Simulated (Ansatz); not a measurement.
Method: DFT PBE, scalar-relativistic, plane waves, PAW (Ansatz). Settings: cutoff 420 eV, Γ-centred meshes spaced at most about 0.3 Å⁻¹, and about 0.25 Å⁻¹ or finer for metals (2π included), Gaussian smearing. No spin polarisation in the final relaxations.

All energies are static (0 K, no zero-point motion).

Two forms of TaN were relaxed alike.

A.

```yaml
crystal:
  lattice:
    - [2.95021, 0.00000, 0.00000]
    - [-1.47510, 2.55496, 0.00000]
    - [0.00000, 0.00000, 2.89776]
  atoms:
    - { symbol: Ta, position: [0.33333, 0.66667, 0.50000] }
    - { symbol: N, position: [0.00000, 0.00000, 0.00000] }
```

B.

```yaml
crystal:
  lattice:
    - [2.91709, 0.00000, 0.00000]
    - [-1.45855, 2.52628, 0.00000]
    - [0.00000, 0.00000, 5.91492]
  atoms:
    - { symbol: Ta, position: [0.00000, 0.00000, 0.00000] }
    - { symbol: Ta, position: [0.00000, 0.00000, 0.50000] }
    - { symbol: N, position: [0.33333, 0.66667, 0.25000] }
    - { symbol: N, position: [0.66667, 0.33333, 0.75000] }
```

Question: Which form is favoured at zero pressure, and by what margin per atom?

Answer: A is lower, by 216 meV/atom. A has the tungsten carbide type, space group P-6m2 (No. 187), 10.9 Å³/atom and no gap on its mesh; B has space group P6_3/mmc (No. 194), 10.9 Å³/atom and no gap. In A, Ta has 6 N at 2.24 Å and 8 Ta at 2.90–2.95 Å; N is surrounded by 6 Ta at 2.24 Å. In B, around Ta lie 6 N at 2.24 Å and 8 Ta at 2.92–2.96 Å; N is surrounded by 6 Ta at 2.24 Å. Origin: A is a cell as deposited in COD, relaxed; B is a cell as deposited in COD, relaxed.

These runs have no spin–orbit coupling, which can matter for Ta.

The two forms share the same simple hexagonal stacking of Ta and differ in which prismatic holes N fills: the same column in every layer in A, alternating columns in B. Ta therefore sits in a trigonal prism in A and in an octahedron-like antiprism in B. With Ta–N distances of 2.24 Å in both and nearly equal volumes, the 216 meV/atom can hardly come from bond length or packing; it probably reflects the d electrons left on Ta after bonding to N. TaN has the valence electron count of tungsten carbide, for which prismatic coordination places the filled metal d states low and leaves few states at the Fermi level. This seems to outweigh the closer N–N contacts along the axis in A. The similar volumes also suggest that moderate pressure would not reverse the order. The result ranks only these two structures and doesn't establish A as the ground state, since the familiar ε form of TaN, with a different hexagonal structure, is not in the comparison.
